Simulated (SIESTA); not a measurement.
The system is In.

```
CELL_PARAMETERS angstrom
-1.62547 1.62547 2.47370
1.62547 -1.62547 2.47370
1.62547 1.62547 -2.47370
ATOMIC_POSITIONS crystal
In 0.00000 0.00000 0.00000
```

Base run:

- Program: SIESTA 5.4.2
- Functional: PBE
- Potentials or basis: PseudoDojo 0.4 standard (PBE files)
- Basis: DZP (energy shift 0.003 Ry; two zetas on semicore shells)
- Grid cutoff: 500 Ry
- Energy shift: 0.003 Ry
- k mesh: 11 × 11 × 11
- Occupations: fermi-dirac, width 0.05 eV
- Spin: no spin polarisation

Its results: band gap on the k mesh none (metal or under the smearing width); pressure 2.4 GPa.

Task: The run is repeated on the same cell with these changes: functional from PBE to LDA; potentials or basis from PseudoDojo 0.4 standard (PBE files) to PseudoDojo 0.4 standard (LDA files). What comes out?

Result: Band gap on the k mesh none (metal or under the smearing width); pressure -2.2 GPa.

Caveats: the basis of atomic orbitals isn't converged, which shifts pressures, moduli and gaps.

Not every run made on this cell is shown here.
